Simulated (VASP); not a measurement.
# Mo3S (Pm-3m) in VASP: a series of runs

One crystal, Mo3S, is run at these levels: PBE; tasks: single point, relaxation of cell and atoms.

All numbers are computed with VASP 6.6.1; they aren't measurements. Logs are shortened: lines on timing, memory, paths and dates and some standing lists are left out, and cuts for length are marked.

## (1) The crystal as given

It takes space group Pm-3m (No. 221, cubic). Conventional cell: a = 3.913 Å, b = 3.913 Å, c = 3.913 Å, α = 90.00°, β = 90.00°, γ = 90.00°. Mo (site symmetry 4/mmm) is surrounded by 8 Mo at 2.77 Å and 4 S at 2.77 Å. S (site symmetry m-3m) is surrounded by 12 Mo at 2.77 Å.

The cell was built by a generator and needn't be a form met in nature.

## (2) Single point, PBE

Contents of INCAR:

```
  ALGO = Normal
  EDIFF = 1E-6
  ENCUT = 520
  GGA = PE
  ISIF = 2
  ISMEAR = 0
  LASPH = T
  LCHARG = F
  LREAL = F
  LWAVE = F
  NBANDS = 32
  NELM = 100
  PREC = Accurate
  SIGMA = 0.1
```

Contents of KPOINTS:

```
k-points
0
Gamma
  4 4 4
```

Contents of POSCAR:

```
Mo3S
1.0
    3.9132685004      0.0000000000      0.0000000000
    0.0000000000      3.9132685004      0.0000000000
    0.0000000000      0.0000000000      3.9132685004
Mo S
3 1
Direct
    0.0000000000      0.5000000000      0.5000000000
    0.5000000000      0.0000000000      0.5000000000
    0.5000000000      0.5000000000      0.0000000000
    0.0000000000      0.0000000000      0.0000000000
```

Potentials or basis: VASP PAW PBE potentials, release 64 (Mo_sv, S).

Command:

```
$ cat potpaw_PBE.64/Mo_sv/POTCAR potpaw_PBE.64/S/POTCAR > POTCAR
$ mpirun -np 1 vasp_std > vasp.out
```

OUTCAR:

```text
EDIFF = 1E-6
   ENCUT = 520
   GGA = PE
   ISIF = 2
   ISMEAR = 0
   LASPH = T
   LREAL = F
   NELM = 100
   PREC = Accurate

 ion  position               nearest neighbor table
   1  0.000  0.500  0.500-   2 2.77   3 2.77   4 2.77   3 2.77   4 2.77   2 2.77   4 2.77   4 2.77
                             2 2.77   3 2.77   3 2.77   2 2.77
   2  0.500  0.000  0.500-   1 2.77   3 2.77   4 2.77   3 2.77   4 2.77   1 2.77   3 2.77   3 2.77
                             1 2.77   4 2.77   4 2.77   1 2.77
   3  0.500  0.500  0.000-   1 2.77   2 2.77   4 2.77   1 2.77   2 2.77   2 2.77   4 2.77   2 2.77
                             1 2.77   4 2.77   1 2.77   4 2.77
   4  0.000  0.000  0.000-   1 2.77   2 2.77   3 2.77   1 2.77   2 2.77   1 2.77   3 2.77   1 2.77
                             2 2.77   3 2.77   2 2.77   3 2.77

  LATTYP: Found a simple cubic cell.
 ALAT       =     3.9132685004

  Lattice vectors:

 A1 = (   3.9132685004,   0.0000000000,   0.0000000000)
 A2 = (   0.0000000000,   3.9132685004,   0.0000000000)
 A3 = (   0.0000000000,   0.0000000000,   3.9132685004)

Analysis of symmetry for initial positions (statically):
=====================================================================
 Subroutine PRICEL returns:
 Original cell was already a primitive cell.

 Routine SETGRP: Setting up the symmetry group for a
 simple cubic supercell.

 Subroutine GETGRP returns: Found 48 space group operations
 (whereof 48 operations were pure point group operations)
 out of a pool of 48 trial point group operations.

The static configuration has the point symmetry O_h .

Analysis of symmetry for dynamics (positions and initial velocities):
=====================================================================
 Subroutine PRICEL returns:
 Original cell was already a primitive cell.

 Routine SETGRP: Setting up the symmetry group for a
 simple cubic supercell.

 Subroutine GETGRP returns: Found 48 space group operations
 (whereof 48 operations were pure point group operations)
 out of a pool of 48 trial point group operations.

The dynamic configuration has the point symmetry O_h .

 Subroutine INISYM returns: Found 48 space group operations
 (whereof 48 operations are pure point group operations),
 and found     1 'primitive' translations

----------------------------------------------------------------------------------------

                                     Primitive cell

  volume of cell :      59.9265

  direct lattice vectors                    reciprocal lattice vectors
     3.913268500  0.000000000  0.000000000     0.255540861  0.000000000  0.000000000
     0.000000000  3.913268500  0.000000000     0.000000000  0.255540861  0.000000000
     0.000000000  0.000000000  3.913268500     0.000000000  0.000000000  0.255540861

  length of vectors
     3.913268500  3.913268500  3.913268500     0.255540861  0.255540861  0.255540861

  position of ions in fractional coordinates (direct lattice)
     0.000000000  0.500000000  0.500000000
     0.500000000  0.000000000  0.500000000
     0.500000000  0.500000000  0.000000000
     0.000000000  0.000000000  0.000000000

  ion indices of the primitive-cell ions
   primitive index   ion index
                 1           1
                 2           2
                 3           3
                 4           4

----------------------------------------------------------------------------------------

 KPOINTS: k-points

Automatic generation of k-mesh.
 Grid dimensions read from file:
 generate k-points for:    4    4    4

 Generating k-lattice:

  Cartesian coordinates                     Fractional coordinates (reciprocal lattice)
     0.063885215  0.000000000  0.000000000     0.250000000  0.000000000  0.000000000
     0.000000000  0.063885215  0.000000000     0.000000000  0.250000000  0.000000000
     0.000000000  0.000000000  0.063885215     0.000000000  0.000000000  0.250000000

  Length of vectors
     0.063885215  0.063885215  0.063885215

  Shift w.r.t. Gamma in fractional coordinates (k-lattice)
     0.000000000  0.000000000  0.000000000

 Subroutine IBZKPT returns following result:
 ===========================================

 Found     10 irreducible k-points:

 Following reciprocal coordinates:
            Coordinates               Weight
  0.000000  0.000000  0.000000      1.000000
  0.250000  0.000000  0.000000      6.000000
  0.500000  0.000000  0.000000      3.000000
  0.250000  0.250000  0.000000     12.000000
  0.500000  0.250000  0.000000     12.000000
  0.500000  0.500000  0.000000      3.000000
  0.250000  0.250000  0.250000      8.000000
  0.500000  0.250000  0.250000     12.000000
  0.500000  0.500000  0.250000      6.000000
  0.500000  0.500000  0.500000      1.000000
   k-points           NKPTS =     10   k-points in BZ     NKDIM =     10   number of bands    NBANDS=     32
   number of dos      NEDOS =    301   number of ions     NIONS =      4
   total plane-waves  NPLWV =  27000
   dimension x,y,z NGX =    30 NGY =   30 NGZ =   30
   dimension x,y,z NGXF=    60 NGYF=   60 NGZF=   60
   ions per type =               3   1
   NGX,Y,Z   is equivalent  to a cutoff of  12.74, 12.74, 12.74 a.u.
   NGXF,Y,Z  is equivalent  to a cutoff of  25.49, 25.49, 25.49 a.u.
 SYSTEM =  unknown system
   PREC   = accura    normal or accurate (medium, high low for compatibility)
   ISTART =      0    job   : 0-new  1-cont  2-samecut
   ICHARG =      2    charge: 1-file 2-atom 10-const
   ISPIN  =      1    spin polarized calculation?
   LNONCOLLINEAR =      F non collinear calculations
   LSORBIT =      F    spin-orbit coupling
   LASPH  =      T    aspherical Exc in radial PAW
   ENCUT  =  520.0 eV  38.22 Ry    6.18 a.u.   7.28  7.28  7.28*2*pi/ulx,y,z
   NELM   =    100;   NELMIN=  2; NELMDL= -5     # of ELM steps
   EDIFF  = 0.1E-05   stopping-criterion for ELM
   LREAL  =      F    real-space projection
   EDIFFG = 0.1E-04   stopping-criterion for IOM
   NSW    =      0    number of steps for IOM
   IBRION =     -1    ionic relax: 0-MD 1-quasi-New 2-CG
   NFREE  =      0    steps in history (QN), initial steepest desc. (CG)
   ISIF   =      2    stress and relaxation
   ISYM   =      2    0-nonsym 1-usesym 2-fastsym
   POTIM  = 0.5000    time-step for ionic-motion
   TEBEG  =    0.0;   TEEND  =   0.0 temperature during run
   PSTRESS=    0.0 pullay stress
   NELECT =      48.0000    total number of electrons
   NUPDOWN=      -1.0000    fix difference up-down
   EMIN   =  10.00;   EMAX   =-10.00  energy-range for DOS
   EFERMI =   0.00;   METHOD = LEGACY
   ISMEAR =     0;   SIGMA  =   0.10  broadening in eV -4-tet -1-fermi 0-gaus
   EFERMI_NEDOS =   21; number of points for ismear=-14 and -15
   IALGO  =     38    algorithm
   IMIX   =      4    mixing-type and parameters
     AMIX     =   0.40;   BMIX     =  1.00
     AMIX_MAG =   1.60;   BMIX_MAG =  1.00
  volume/ion in A,a.u.               =      14.98       101.10
  Fermi-wavevector in a.u.,A,eV,Ry     =   1.520369  2.873080 31.450154  2.311521
  Thomas-Fermi vector in A             =   2.629229
   LORBIT       =      0    0 simple, 1 ext, 2 COOP (PROOUT), +10 PAW based schemes
   GGA     = PE    functional components
   LHFCALC =     F    Hartree Fock is set to
   AEXX    =    0.0000 exact exchange contribution
   IVDW    =     0    specifies the selected vdW correction
   LEPSILON=     F    determine dielectric tensor
   LRPA    =     F    only Hartree local field effects (RPA)
 non-spin polarized calculation
 Gauss-broadening in eV      SIGMA  =   0.10
  energy-cutoff  :      520.00
  volume of cell :       59.93
 maximum number of plane-waves:      1640
 NGX is ok and might be reduce to    30
   NGX = 15   NGY = 15   NGZ = 15

 number of electron      47.9999995 magnetization

 Free energy of the ion-electron system (eV)
  ---------------------------------------------------
  ext. energy  EPLUGINS =         0.00000000
  ---------------------------------------------------
  free energy    TOTEN  =       -34.65843621 eV

  energy without entropy =      -34.64015117  energy(sigma->0) =      -34.64929369

 E-fermi :  12.9173     XC(G=0): -13.0557

 val. band max:       12.7716077541   @ k =   0.2500   0.2500   0.0000
 cond. band min:      12.9209883230   @ k =   0.2500   0.2500   0.0000
 fundamental gap:      0.1493805689
 Fermi energy:        12.9172795601

 k-point     1 :       0.0000    0.0000    0.0000
  band No.  band energies     occupation
      1     -48.4799      2.00000
      2     -48.1853      2.00000
      3     -48.1853      2.00000
      4     -23.0053      2.00000
      5     -23.0053      2.00000
      6     -23.0053      2.00000
[... 24 lines left out ...]
     31      17.1782      0.00000
     32      17.1782      0.00000

 k-point     2 :       0.2500    0.0000    0.0000
  band No.  band energies     occupation
      1     -48.4426      2.00000
      2     -48.2232      2.00000
      3     -48.1849      2.00000
      4     -22.9200      2.00000
      5     -22.9200      2.00000
      6     -22.8728      2.00000
[... 24 lines left out ...]
     31      15.4421      0.00000
     32      17.1817      0.00000

 k-point     3 :       0.5000    0.0000    0.0000
  band No.  band energies     occupation
      1     -48.3821      2.00000
      2     -48.2842      2.00000
      3     -48.1844      2.00000
      4     -22.8003      2.00000
      5     -22.8003      2.00000
      6     -22.5996      2.00000
[... 24 lines left out ...]
     31      15.3227      0.00000
     32      17.1853      0.00000

 k-point     4 :       0.2500    0.2500    0.0000
  band No.  band energies     occupation
      1     -48.4094      2.00000
      2     -48.2344      2.00000
      3     -48.2063      2.00000
      4     -22.9729      2.00000
      5     -22.8301      2.00000
      6     -22.6847      2.00000
[... 24 lines left out ...]
     31      15.6971      0.00000
     32      15.8905      0.00000

 k-point     5 :       0.5000    0.2500    0.0000
  band No.  band energies     occupation
      1     -48.3530      2.00000
      2     -48.2834      2.00000
      3     -48.2132      2.00000
      4     -22.8443      2.00000
      5     -22.8310      2.00000
      6     -22.6947      2.00000
[... 24 lines left out ...]
     31      15.3617      0.00000
     32      15.4513      0.00000

 k-point     6 :       0.5000    0.5000    0.0000
  band No.  band energies     occupation
      1     -48.2830      2.00000
      2     -48.2827      2.00000
      3     -48.2827      2.00000
      4     -22.9644      2.00000
      5     -22.8801      2.00000
      6     -22.4876      2.00000
[... 24 lines left out ...]
     31      15.6327      0.00000
     32      15.7785      0.00000

 k-point     7 :       0.2500    0.2500    0.2500
  band No.  band energies     occupation
      1     -48.3815      2.00000
      2     -48.2337      2.00000
      3     -48.2337      2.00000
      4     -23.0788      2.00000
      5     -22.7410      2.00000
      6     -22.7410      2.00000
[... 24 lines left out ...]
     31      16.6693      0.00000
     32      16.6898      0.00000

 k-point     8 :       0.5000    0.2500    0.2500
  band No.  band energies     occupation
      1     -48.3320      2.00000
      2     -48.2827      2.00000
      3     -48.2332      2.00000
      4     -23.0615      2.00000
      5     -22.8473      2.00000
      6     -22.7912      2.00000
[... 24 lines left out ...]
     31      14.9612      0.00000
     32      16.0950      0.00000

 k-point     9 :       0.5000    0.5000    0.2500
  band No.  band energies     occupation
      1     -48.2822      2.00000
      2     -48.2820      2.00000
      3     -48.2820      2.00000
      4     -23.1565      2.00000
      5     -22.9596      2.00000
      6     -22.8143      2.00000
[... 24 lines left out ...]
     31      15.6705      0.00000
     32      15.6705      0.00000

 k-point    10 :       0.5000    0.5000    0.5000
  band No.  band energies     occupation
      1     -48.2813      2.00000
      2     -48.2813      2.00000
      3     -48.2813      2.00000
      4     -23.3270      2.00000
      5     -22.9547      2.00000
      6     -22.9547      2.00000
[... 24 lines left out ...]
     31      16.5013      0.00000
     32      16.5013      0.00000

------------------------ aborting loop because EDIFF is reached ----------------------------------------

  FORCE on cell =-STRESS in cart. coord.  units (eV):
  Direction    XX          YY          ZZ          XY          YZ          ZX
  --------------------------------------------------------------------------------------
  -------------------------------------------------------------------------------------
  Total        0.2327452      0.2327452      0.2327452     -0.0000000     -0.0000000      0.0000000
  in kB        6.2226078      6.2226078      6.2226078     -0.0000000     -0.0000000      0.0000000
  external PRESSURE =       6.2226078 kB  Pullay stress =       0.0000000 kB

 VOLUME and BASIS-vectors are now :
 -----------------------------------------------------------------------------
  energy-cutoff  :      520.00
  volume of cell :       59.93
      direct lattice vectors                 reciprocal lattice vectors
     3.913268500  0.000000000  0.000000000     0.255540861  0.000000000  0.000000000
     0.000000000  3.913268500  0.000000000     0.000000000  0.255540861  0.000000000
     0.000000000  0.000000000  3.913268500     0.000000000  0.000000000  0.255540861

 POSITION                                       TOTAL-FORCE (eV/Angst)
 -----------------------------------------------------------------------------------
      0.00000      1.95663      1.95663         0.000000      0.000000      0.000000
      1.95663      0.00000      1.95663         0.000000      0.000000      0.000000
      1.95663      1.95663      0.00000         0.000000      0.000000      0.000000
      0.00000      0.00000      0.00000         0.000000      0.000000      0.000000
 -----------------------------------------------------------------------------------
    total drift:                                0.000000      0.000000     -0.000000

  FREE ENERGIE OF THE ION-ELECTRON SYSTEM (eV)
  ---------------------------------------------------
  free  energy   TOTEN  =       -34.6584362066 eV

  energy  without entropy=      -34.6401511747  energy(sigma->0) =      -34.64929369
```

It took 8.8 s on 1 thread of AMD EPYC 9R45 (Zen 5), shared host; peak memory 0.14 GiB.

Results:

| Quantity | Value |
| --- | --- |
| Free energy | -34.6584 eV |
| Pressure | 0.6 GPa |
| Band gap on the k mesh | none (metal or under the smearing width) |

Levels at points of the mesh, in eV from the Fermi level:
| k point | band 20 | band 21 | band 22 | band 23 | band 24 | band 25 | band 26 | band 27 | band 28 | band 29 |
| --- | --- | --- | --- | --- | --- | --- | --- | --- | --- | --- |
| (0.00, 0.00, 0.00) | -4.58 | -4.58 | -4.58 | -0.95 | -0.18 | -0.18 | -0.18 | 2.15 | 2.15 | 3.51 |
| (0.50, 0.00, 0.00) | -1.72 | -1.57 | -1.57 | -1.54 | -0.58 | -0.41 | -0.41 | 0.56 | 0.68 | 2.26 |
| (0.50, 0.50, 0.00) | -2.71 | -1.53 | -1.53 | -0.39 | -0.32 | -0.32 | -0.21 | -0.18 | 1.05 | 1.25 |
| (0.50, 0.50, 0.50) | -1.82 | -1.82 | -1.82 | -1.05 | -0.33 | -0.33 | -0.33 | 0.69 | 0.69 | 1.18 |

Caveat: the k mesh is coarse (spacing up to 0.40 Å⁻¹), so the values aren't converged.

(Part 1 of 2 ends here.)
